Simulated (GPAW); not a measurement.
# Does 1 ML Co on Mo(001), 4 substrate layers carry moments in GPAW?

Wanted: the moments of 1 ML Co on Mo(001), 4 substrate layers and the energy gained by spin polarisation.

Main program and level: GPAW 26.7.0; LDA; plane waves with GPAW's PAW setups, scalar-relativistic.

### Step 1. Set-up

The cell holds 5 atoms: 4 Mo and 1 Co. Cell: a = 3.147 Å, b = 3.147 Å, c = 20.089 Å, α = 90.0°, β = 90.0°, γ = 90.0°. pseudomorphic film on the substrate's lattice, hard-sphere layer spacings, unrelaxed, 14 A of vacuum. Vacuum lies along c.

As a file:

```
Mo Co
1.0
     3.14683    0.00000    0.00000
     0.00000    3.14683    0.00000
     0.00000    0.00000   20.08937
Mo Co
4 1
Direct
  0.00000 0.00000 0.34844
  0.50000 0.50000 0.42676
  0.00000 0.00000 0.50509
  0.50000 0.50000 0.58340
  0.00000 0.00000 0.65156
```

### Step 2. Start 1: ferro +

The parallel start comes first: it fits the smallest cell, keeps the most symmetry and shows whether parallel moments form.

Input file order1.py:

```python
import json
import numpy as np
from ase import Atoms
from ase.parallel import paropen, parprint
from gpaw import GPAW

atoms = Atoms(['Mo', 'Mo', 'Mo', 'Mo', 'Co'],
    cell=[[3.14683, 0.0, 0.0],
         [0.0, 3.14683, 0.0],
         [0.0, 0.0, 20.089369]],
    scaled_positions=[[0.0, 0.0, 0.348443],
         [0.5, 0.5, 0.426764],
         [0.0, 0.0, 0.505085],
         [0.5, 0.5, 0.583405],
         [0.0, 0.0, 0.651557]],
    pbc=True,
    magmoms=[0.0, 0.0, 0.0, 0.0, 2.0])
atoms.calc = GPAW(mode={'name': 'pw', 'ecut': 550},
    xc='LDA',
    kpts={'size': (8, 8, 1), 'gamma': True},
    occupations={'name': 'fermi-dirac', 'width': 0.05},
    convergence={'density': 1e-05, 'energy': 1e-05},
    maxiter=200,
    symmetry={'tolerance': 1e-4},
    txt='order1.txt')
e = atoms.get_potential_energy(force_consistent=True)
res = {'free_energy': e, 'energy_sigma0': atoms.get_potential_energy(), 'fermi_energy': atoms.calc.get_fermi_level()}
res['moments'] = atoms.get_magnetic_moments().tolist()
res['total'] = atoms.get_magnetic_moment()
parprint('site moments (muB):', np.round(res['moments'], 3))
parprint(f"total moment: {res['total']:.3f} muB")
parprint(f'free energy: {e:.6f} eV')
atoms.calc.write('order1.gpw')
with paropen('results.json', 'w') as f:
    json.dump(res, f)
```

On the command line:

```sh
> OMP_NUM_THREADS=1 mpirun -n 4 gpaw python order1.py > order1.log
```

Log:

```text
site moments (muB): [ 0.251 -0.01   0.073  0.097  1.277]
total moment: 1.857 muB
free energy: -54.437354 eV

--- order1.txt ---
Input parameters:
  mode=PW(ecut=550),
  convergence={'density': 1e-05, 'energy': 1e-05},
  kpts=MonkhorstPack(size=(8, 8, 1), gamma=True),
  maxiter=200,
  occupations=Occupations(name='fermi-dirac', width=0.05),
  symmetry=Symmetry(tolerance=0.0001),
  xc=XC(name='LDA')

Diagonalizing LCAO Hamiltonian
Converting LCAO to pw mode
   .-------.
  /|       |
 * |       |
 | |       |
 | |       |
 | |       |
 | |       |
 | |       |
 | |       |
 | |       |
 | |       |
 Co|  Mo   |
 | |       |
 | |       |
 Mo|       |
 | |  Mo   |
 | |       |
 | |       |
 Mo|       |
 | |       |
 | |       |
 | |       |
 | |       |
 | |       |
 | |       |
 | .-------.
 |/       /
 *-------*

Atoms  # Å, Bohr magnetons
|   | symbol |        x |        y |         z |    initial magnetic moments |
|---|--------|----------|----------|-----------|-----------------------------|
| 0 |     Mo | 0.000000 | 0.000000 |  7.000000 | ( 0.0000,  0.0000,  0.0000) |
| 1 |     Mo | 1.573415 | 1.573415 |  8.573419 | ( 0.0000,  0.0000,  0.0000) |
| 2 |     Mo | 0.000000 | 0.000000 | 10.146839 | ( 0.0000,  0.0000,  0.0000) |
| 3 |     Mo | 1.573415 | 1.573415 | 11.720238 | ( 0.0000,  0.0000,  0.0000) |
| 4 |     Co | 0.000000 | 0.000000 | 13.089369 | ( 0.0000,  0.0000,  2.0000) |

Unit cell  # Å
| periodic |        x |        y |         z |   lengths |    angles |
|----------|----------|----------|-----------|-----------|-----------|
|      yes | 3.146830 | 0.000000 |  0.000000 |  3.146830 | 90.000000 |
|      yes | 0.000000 | 3.146830 |  0.000000 |  3.146830 | 90.000000 |
|      yes | 0.000000 | 0.000000 | 20.089369 | 20.089369 | 90.000000 |

Number of symmetries: 8

BZ-sampling:
  Number of BZ points: 64
  Number of IBZ points: 15

  Monkhorst-Pack size: [8, 8, 1]
  Monkhorst-Pack shift: [0.0625, 0.0625, 0.0]

K-points  # in reciprocal-cell coordinates
|     |                                coordinates |     weight |
|-----|--------------------------------------------|------------|
|   0 | (  0.00000000,   0.00000000,   0.00000000) | 0.01562500 |
|   1 | (  0.12500000,   0.00000000,   0.00000000) | 0.06250000 |
|   2 | (  0.12500000,   0.12500000,   0.00000000) | 0.06250000 |
|   3 | (  0.25000000,   0.00000000,   0.00000000) | 0.06250000 |
|   4 | (  0.25000000,   0.12500000,   0.00000000) | 0.12500000 |
|   5 | (  0.25000000,   0.25000000,   0.00000000) | 0.06250000 |
|   6 | (  0.37500000,   0.00000000,   0.00000000) | 0.06250000 |
|   7 | (  0.37500000,   0.12500000,   0.00000000) | 0.12500000 |
|   8 | (  0.37500000,   0.25000000,   0.00000000) | 0.12500000 |
|   9 | (  0.37500000,   0.37500000,   0.00000000) | 0.06250000 |
| ... |                                            |            |
|  14 | (  0.50000000,   0.50000000,   0.00000000) | 0.01562500 |

Plane wave coefficients: 5880
Cutoff: 550.0 eV

Spin-components: 2 (collinear spins)
Bands:           45
Projectors:      30
Spin-degeneracy: 1
Datatype:        complex128

Parallelization:
  kpt:    4
  domain: 1
  band:   1

Density:
  Valence electrons: 65.0
  Components: 2
  Grid points: [ 18  18 112]
  Charge: 0.0  # |e|

Potential:
  Grid points: [ 18  18 112]

species:
  Mo:
    name:    Molybdenum
    Z:       42.0
    valence: 14
    core:    28
    charge:  0.0  # [|e|]
    compensation charges:
      type: gauss
      rc: 0.38  # [Å]
      lmax: 2
    cutoffs:
      filter: 2.16  # [Å]
      core: 1.42  # [Å]
    projectors
    | kind |    occ | energy [eV] | rcut [Å] |
    |------|--------|-------------|----------|
    |   4s |  2.000 |     -64.384 |    1.238 |
    |   5s |  1.000 |      -4.319 |    1.238 |
    |   4p |  6.000 |     -38.595 |    1.296 |
    |   5p |  0.000 |      -1.161 |    1.296 |
    |   4d |  5.000 |      -3.933 |    1.296 |
    |    d |        |      23.278 |    1.296 |

    Using partial waves for Mo as LCAO basis

  Co:
    name:    Cobalt
    Z:       27.0
    valence: 9
    core:    18
    charge:  0.0  # [|e|]
    compensation charges:
      type: gauss
      rc: 0.32  # [Å]
      lmax: 2
    cutoffs:
      filter: 1.87  # [Å]
      core: 2.55  # [Å]
    projectors
    | kind |    occ | energy [eV] | rcut [Å] |
    |------|--------|-------------|----------|
    |   4s |  2.000 |      -5.672 |    1.005 |
    |   4p |  0.000 |      -1.387 |    1.058 |
    |   3d |  7.000 |      -8.461 |    1.005 |
    |    s |        |      21.539 |    1.005 |
    |    p |        |      25.825 |    1.058 |
    |    d |        |      18.750 |    1.005 |

    Using partial waves for Co as LCAO basis

Reference energy: -477917.518854  # eV

eigensolver:
  PPCG
  Converge bands: occupied
  niter=2

density mixing:
  MSR1-Mixer
  Pratt-step length: 0.05
  Maximum mixing coefficient: 0.75
  Old densities: 10
  SVD Regularization: 0.005
  Good broyden scale: 1.0
  Trust region scale: 1.0
  Backstep threshold: 4.0
  History deletion threshold: 6.0
  Fourier metric: weight=20.0, sigma=0.015

occupation numbers:
  Fermi-Dirac:
    width: 0.0500  # eV

poisson solver:
  ecut: 4400.0  # eV

xc functional:
  name: None

convergence criteria:
- Maximum integral of absolute [dens]ity change: 1e-05 electrons / valence electron
- Maximum [total energy] change in last 3 cyles: 1e-05 eV / valence electron
- Maximum integral of absolute [eigenst]ate change: 4e-08 eV^2 / valence electron
maximum number of iterations: 200

SCF iterations
|iter     |      energy | eigst |  dens |  magmom |
|---------|-------------|-------|-------|---------|
|iter:   1|       0s |  -61.782750 | +0.50 |       |  +2.0036|
|iter:   2|       3s |  -71.051503 | -0.48 | -0.77 |  +1.9480|
|iter:   3|       5s |  -59.073872 | -0.80 | -0.66 |  +1.9709|
|iter:   4|       7s |  -62.456474 | -0.02 | -0.86 |  +1.7183|
|iter:   5|      10s |  -55.946982 | -0.42 | -0.75 |  +1.8449|
|iter:   6|      12s |  -55.482418 | -0.95 | -1.14 |  +1.7618|
|iter:   7|      14s |  -54.794006 | -1.23 | -1.12 |  +1.8182|
|iter:   8|      17s |  -54.424234 | -1.74 | -1.33 |  +1.8488|
|iter:   9|      19s |  -54.410021 | -2.57 | -1.59 |  +1.8407|
|iter:  10|      21s |  -54.408060 | -2.86 | -1.83 |  +1.8311|
|iter:  11|      24s |  -54.410762 | -2.89 | -1.90 |  +1.8355|
|iter:  12|      26s |  -54.404924 | -3.26 | -2.08 |  +1.8436|
|iter:  13|      28s |  -54.403951 | -4.02 | -2.48 |  +1.8480|
|iter:  14|      31s |  -54.406482 | -3.52 | -2.50 |  +1.8505|
|iter:  15|      33s |  -54.407407 | -3.53 | -2.54 |  +1.8605|
|iter:  16|      35s |  -54.405408 | -3.74 | -2.55 |  +1.8622|
|iter:  17|      38s |  -54.405364 | -4.04 | -2.80 |  +1.8640|
|iter:  18|      40s |  -54.405403c| -4.63 | -2.83 |  +1.8635|
|iter:  19|      42s |  -54.405259c| -4.99 | -3.15 |  +1.8623|
|iter:  20|      45s |  -54.405167c| -5.92 | -3.44 |  +1.8605|
|iter:  21|      47s |  -54.405257c| -6.54 | -3.91 |  +1.8594|
|iter:  22|      49s |  -54.405211c| -6.72 | -3.81 |  +1.8592|
|iter:  23|      52s |  -54.405191c| -7.07 | -4.11 |  +1.8585|
|iter:  24|      54s |  -54.405188c| -7.51c| -4.31 |  +1.8577|
|iter:  25|      55s |  -54.405199c| -7.70c| -4.77 |  +1.8576|
|iter:  26|      57s |  -54.405195c| -7.61c| -4.72 |  +1.8575|
|iter:  27|      58s |  -54.405189c| -8.14c| -4.90 |  +1.8573|
|iter:  28|      59s |  -54.405197c| -8.60c| -4.95 |  +1.8571|
|iter:  29|      60s |  -54.405193c| -8.62c| -5.07c|  +1.8571|

Converged in 29 steps
Energy contributions relative to reference atoms: (reference = -477917.518854)

Energy contributions:
  Kinetic:         -65.711393
  Coulomb:          42.768023
  Zero:             -0.942508
  External:          0.000000
  Xc:              -30.487154
  Entropy:          -0.064322
  Spinorbit:         0.000000
  ----------------------------
  Free energy:     -54.437354
  Extrapolated:    -54.405193

dipole moment: (-32.020659, -32.020659, -0.055793)  # |e|*Ang

Total magnetic moment: (0.000000, 0.000000, 1.857139)

Local magnetic moments
|        x |        y |         z |
|----------|----------|-----------|
| 0.000000 | 0.000000 |  0.251092 |  # Mo   0
| 0.000000 | 0.000000 | -0.010363 |  # Mo   1
| 0.000000 | 0.000000 |  0.073025 |  # Mo   2
| 0.000000 | 0.000000 |  0.097037 |  # Mo   3
| 0.000000 | 0.000000 |  1.277485 |  # Co   4

Fermi level: 1.980
Eigenvalues  # (at kpt = [0.000, 0.000, 0.000])
| band index |      eig [eV] | occ [0-1] |      eig [eV] | occ [0-1] |
|------------|---------------|-----------|---------------|-----------|
|          0 |       -59.075 |     1.000 |       -59.024 |     1.000 |
|        ... |               |           |               |           |
|         27 |         0.829 |     1.000 |         1.139 |     1.000 |
|         28 |         0.829 |     1.000 |         1.139 |     1.000 |
|         29 |         0.885 |     1.000 |         1.581 |     1.000 |
|         30 |         1.254 |     1.000 |         1.667 |     0.998 |
|         31 |         1.318 |     1.000 |         1.667 |     0.998 |
|         32 |         1.450 |     1.000 |         1.726 |     0.994 |
|         33 |         1.450 |     1.000 |         1.935 |     0.714 |
|         34 |         1.869 |     0.903 |         1.975 |     0.525 |
|         35 |         2.608 |     0.000 |         2.841 |     0.000 |
|         36 |         2.803 |     0.000 |         2.982 |     0.000 |
|         37 |         2.803 |     0.000 |         2.982 |     0.000 |
|         38 |         2.938 |     0.000 |         3.090 |     0.000 |
|         39 |         4.066 |     0.000 |         4.123 |     0.000 |
|         40 |         4.194 |     0.000 |         4.373 |     0.000 |
|         41 |         4.812 |     0.000 |         4.915 |     0.000 |
|         42 |         4.812 |     0.000 |         4.915 |     0.000 |
|        ... |               |           |               |           |
|         44 |         5.565 |     0.000 |         5.653 |     0.000 |

No gap
No difference between direct/indirect transitions
```

The job ended after 68 s (4 MPI ranks of Intel Xeon Platinum 8375C at 2.90GHz (Ice Lake), shared host; peak memory 1.2 GiB).

Spin moment in the augmentation sphere by atom:

| atom | spin moment in the augmentation sphere (μB) |
| --- | --- |
| Mo1 | 0.25 |
| Mo2 | -0.01 |
| Mo3 | 0.07 |
| Mo4 | 0.10 |
| Co5 | 1.28 |

This step gave:

```yaml
magnetization: 1.857 μB
final_state: ferromagnetic
```

After 29 cycles the largest moment stands at 1.28 μB.

### Step 3. Run 2 (no spin polarisation)

A run without seeds gives the energy of the state without moments.

nospin.py is the script of step 2 with these lines changed:

```diff
@@ -15,4 +15,3 @@
          [0.0, 0.0, 0.651557]],
-    pbc=True,
-    magmoms=[0.0, 0.0, 0.0, 0.0, 2.0])
+    pbc=True)
 atoms.calc = GPAW(mode={'name': 'pw', 'ecut': 550},
@@ -24,11 +23,7 @@
     symmetry={'tolerance': 1e-4},
-    txt='order1.txt')
+    txt='nospin.txt')
 e = atoms.get_potential_energy(force_consistent=True)
 res = {'free_energy': e, 'energy_sigma0': atoms.get_potential_energy(), 'fermi_energy': atoms.calc.get_fermi_level()}
-res['moments'] = atoms.get_magnetic_moments().tolist()
-res['total'] = atoms.get_magnetic_moment()
-parprint('site moments (muB):', np.round(res['moments'], 3))
-parprint(f"total moment: {res['total']:.3f} muB")
 parprint(f'free energy: {e:.6f} eV')
-atoms.calc.write('order1.gpw')
+atoms.calc.write('nospin.gpw')
 with paropen('results.json', 'w') as f:
```

On the command line:

```sh
> OMP_NUM_THREADS=1 mpirun -n 4 gpaw python nospin.py > nospin.log
```

Log:

```text
free energy: -54.368488 eV

--- nospin.txt ---
Input parameters:
  mode=PW(ecut=550),
  convergence={'density': 1e-05, 'energy': 1e-05},
  kpts=MonkhorstPack(size=(8, 8, 1), gamma=True),
  maxiter=200,
  occupations=Occupations(name='fermi-dirac', width=0.05),
  symmetry=Symmetry(tolerance=0.0001),
  xc=XC(name='LDA')

Diagonalizing LCAO Hamiltonian
Converting LCAO to pw mode
   .-------.
  /|       |
 * |       |
 | |       |
 | |       |
 | |       |
 | |       |
 | |       |
 | |       |
 | |       |
 | |       |
 Co|  Mo   |
 | |       |
 | |       |
 Mo|       |
 | |  Mo   |
 | |       |
 | |       |
 Mo|       |
 | |       |
 | |       |
 | |       |
 | |       |
 | |       |
 | |       |
 | .-------.
 |/       /
 *-------*

Atoms  # Å, Bohr magnetons
|   | symbol |        x |        y |         z |    initial magnetic moments |
|---|--------|----------|----------|-----------|-----------------------------|
| 0 |     Mo | 0.000000 | 0.000000 |  7.000000 | ( 0.0000,  0.0000,  0.0000) |
| 1 |     Mo | 1.573415 | 1.573415 |  8.573419 | ( 0.0000,  0.0000,  0.0000) |
| 2 |     Mo | 0.000000 | 0.000000 | 10.146839 | ( 0.0000,  0.0000,  0.0000) |
| 3 |     Mo | 1.573415 | 1.573415 | 11.720238 | ( 0.0000,  0.0000,  0.0000) |
| 4 |     Co | 0.000000 | 0.000000 | 13.089369 | ( 0.0000,  0.0000,  0.0000) |

Unit cell  # Å
| periodic |        x |        y |         z |   lengths |    angles |
|----------|----------|----------|-----------|-----------|-----------|
|      yes | 3.146830 | 0.000000 |  0.000000 |  3.146830 | 90.000000 |
|      yes | 0.000000 | 3.146830 |  0.000000 |  3.146830 | 90.000000 |
|      yes | 0.000000 | 0.000000 | 20.089369 | 20.089369 | 90.000000 |

Number of symmetries: 8

BZ-sampling:
  Number of BZ points: 64
  Number of IBZ points: 15

  Monkhorst-Pack size: [8, 8, 1]
  Monkhorst-Pack shift: [0.0625, 0.0625, 0.0]

Plane wave coefficients: 5880
Cutoff: 550.0 eV

Spin-components: 1 (collinear spins)
Bands:           43
Projectors:      30
Spin-degeneracy: 2
Datatype:        complex128

Parallelization:
  kpt:    4
  domain: 1
  band:   1

Density:
  Valence electrons: 65.0
  Components: 1
  Grid points: [ 18  18 112]
  Charge: 0.0  # |e|

Potential:
  Grid points: [ 18  18 112]

[... setups left out ...]
Reference energy: -477917.518854  # eV

eigensolver:
  PPCG
  Converge bands: occupied
  niter=2

density mixing:
  MSR1-Mixer
  Pratt-step length: 0.05
  Maximum mixing coefficient: 0.75
  Old densities: 10
  SVD Regularization: 0.005
  Good broyden scale: 1.0
  Trust region scale: 1.0
  Backstep threshold: 4.0
  History deletion threshold: 6.0
  Fourier metric: weight=20.0, sigma=0.015

occupation numbers:
  Fermi-Dirac:
    width: 0.0500  # eV

poisson solver:
  ecut: 4400.0  # eV

xc functional:
  name: None

convergence criteria:
- Maximum integral of absolute [dens]ity change: 1e-05 electrons / valence electron
- Maximum [total energy] change in last 3 cyles: 1e-05 eV / valence electron
- Maximum integral of absolute [eigenst]ate change: 4e-08 eV^2 / valence electron
maximum number of iterations: 200

SCF iterations
|iter     |      energy | eigst |  dens |
|---------|-------------|-------|-------|
|iter:   1|       0s |  -62.476434 | +0.49 |       |
|iter:   2|       1s |  -71.367695 | -0.23 | -0.86 |
|iter:   3|       3s |  -59.250949 | -0.73 | -0.66 |
|iter:   4|       4s |  -58.180412 | -1.62 | -0.95 |
|iter:   5|       5s |  -57.282410 | -0.58 | -0.99 |
|iter:   6|       6s |  -55.978215 | -1.60 | -1.03 |
|iter:   7|       7s |  -54.800401 | -1.08 | -1.16 |
|iter:   8|       8s |  -54.425472 | -1.29 | -1.38 |
|iter:   9|      10s |  -54.411941 | -1.98 | -1.69 |
|iter:  10|      11s |  -54.366652 | -2.02 | -1.71 |
|iter:  11|      12s |  -54.364069 | -2.46 | -1.84 |
|iter:  12|      13s |  -54.354080 | -2.67 | -1.93 |
|iter:  13|      14s |  -54.327934 | -3.37 | -2.03 |
|iter:  14|      15s |  -54.327907 | -3.88 | -2.73 |
|iter:  15|      17s |  -54.327698c| -4.75 | -3.06 |
|iter:  16|      18s |  -54.327745c| -5.42 | -3.19 |
|iter:  17|      19s |  -54.327780c| -5.88 | -3.71 |
|iter:  18|      20s |  -54.327816c| -5.84 | -3.93 |
|iter:  19|      21s |  -54.327712c| -6.02 | -3.84 |
|iter:  20|      22s |  -54.327763c| -6.79 | -3.75 |
|iter:  21|      24s |  -54.327776c| -7.67c| -4.61 |
|iter:  22|      24s |  -54.327768c| -7.61c| -4.44 |
|iter:  23|      25s |  -54.327767c| -7.86c| -5.43c|

Converged in 23 steps
Energy contributions relative to reference atoms: (reference = -477917.518854)

Energy contributions:
  Kinetic:         -67.800085
  Coulomb:          44.402499
  Zero:             -0.936028
  External:          0.000000
  Xc:              -29.953433
  Entropy:          -0.081441
  Spinorbit:         0.000000
  ----------------------------
  Free energy:     -54.368488
  Extrapolated:    -54.327767

dipole moment: (-32.014765, -32.014765, -0.075094)  # |e|*Ang

Fermi level: 1.924
Eigenvalues  # (at kpt = [0.000, 0.000, 0.000])
| band index |      eig [eV] | occ [0-2] |
|------------|---------------|-----------|
|          0 |       -59.179 |     2.000 |
|        ... |               |           |
|         27 |         0.841 |     2.000 |
|         28 |         0.841 |     2.000 |
|         29 |         1.372 |     2.000 |
|         30 |         1.449 |     2.000 |
|         31 |         1.466 |     2.000 |
|         32 |         1.466 |     2.000 |
|         33 |         1.521 |     1.999 |
|         34 |         1.865 |     1.527 |
|         35 |         2.640 |     0.000 |
|         36 |         2.812 |     0.000 |
|         37 |         2.812 |     0.000 |
|         38 |         2.924 |     0.000 |
|         39 |         4.001 |     0.000 |
|         40 |         4.193 |     0.000 |
|         41 |         4.777 |     0.000 |
|         42 |         4.903 |     0.000 |

No gap
No difference between direct/indirect transitions
```

Wall time 31 s (4 MPI ranks); peak memory 1 GiB; 2 min of CPU time.

This step gave:

| Quantity | Value |
| --- | --- |
| final state | non-magnetic (no spin polarisation) |

It lies 68.9 meV a seeded atom over the first start.

### Step 4. Ranking

These are free energies at a smearing of 0.05 eV, so its entropy term is in the differences. They are divided by the number of seeded atoms, so that cells of unlike size compare.

Orders:

| start | final state | typed order kept | energy over the lowest (meV a seeded atom) | largest site moment (μB) | net moment (μB a primitive cell) | mesh matched | CPU time (s) |
| --- | --- | --- | --- | --- | --- | --- | --- |
| ferro + | ferromagnetic | yes | 0 | 1.277 | 1.857 | yes | 272.1 |
| no spin polarisation | non-magnetic | - | 68.87 | 0 | 0 | yes | 121.5 |

### Step 5. Summary of results

```json
{
  "lower run": "with moments",
  "largest site moment": "1.28 μB",
  "energy gained by spin polarisation": "68.9 meV a seeded atom"
}
```

In words: The crystal holds moments, up to 1.28 μB, and gains 68.9 meV a seeded atom by them. No antiferromagnetic order was tried, so the session says nothing on how the moments order.

[Logs and program files are shortened in this print: banners, set-up blocks, solver, clock and traceback lines can be left out without a mark of their own.]

[Logs are printed without paths, hosts, clocks, repeated set-up lines and the standing remarks that a program may print on its own settings, such as how far it seeks lower states.]

[Hosts, paths, dates, database ids (printed as entryN), source tags and the programs' standing remarks are cut or masked in the printed files.]

[Where a cell is said to come from a database of computed structures, the database is the Materials Project.]
